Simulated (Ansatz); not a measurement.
# 33S NMR of the central transition in ZnS under strain

Cell: an entry of the Crystallography Open Database (COD), relaxed with PBE at fixed cell and then changed (z compressed by 1 %, ions relaxed).

```yaml
crystal:
  lattice:
    - [0.00000, 2.70725, 2.68018]
    - [2.70725, 0.00000, 2.68018]
    - [2.70725, 2.70725, 0.00000]
  atoms:
    - { symbol: Zn, position: [0.00000, 0.00000, 0.00000] }
    - { symbol: S, position: [0.25000, 0.25000, 0.25000] }
```

Atom numbers follow the list; atoms alike are taken as one site, whose name carries the number of the first.

Level of theory: DFT, PBE, plane waves and PAW, scalar-relativistic, 420 eV cutoff, Γ-centred 14×14×14 k-points, Fermi–Dirac smearing 0.02 eV (Ansatz 0.2.0).

33S has I = 3/2 and Q = -69.40 mb (Pyykkö 2018); at 7.05 T its Larmor frequency is ν₀ = 23.1 MHz. Only the quadrupole interaction is simulated: positions count from each site's isotropic chemical shift, and J coupling is left out, as are shift anisotropy and dipolar coupling, which fast spinning averages.

**Question.** What does the 33S spectrum (fast magic-angle spinning) show for each site?

**Answer.** 

```
site     first shell  C_Q (MHz)     η  P_Q (MHz)  δ_QIS (ppm)  breadth (kHz)
   S  4 Zn at 2.34 Å      0.340  0.00      0.340        -5.44          0.269
```

δ_QIS = −(ν_Q²/30ν₀²)[I(I+1) − 3/4](1 + η²/3) × 10⁶ ppm with ν_Q = 3|C_Q|/[2I(2I−1)]; it falls as 1/B₀² in ppm, and the breadth as 1/B₀ in kHz.

An axis of threefold or higher order runs through S, so V_zz lies along it and η is zero.
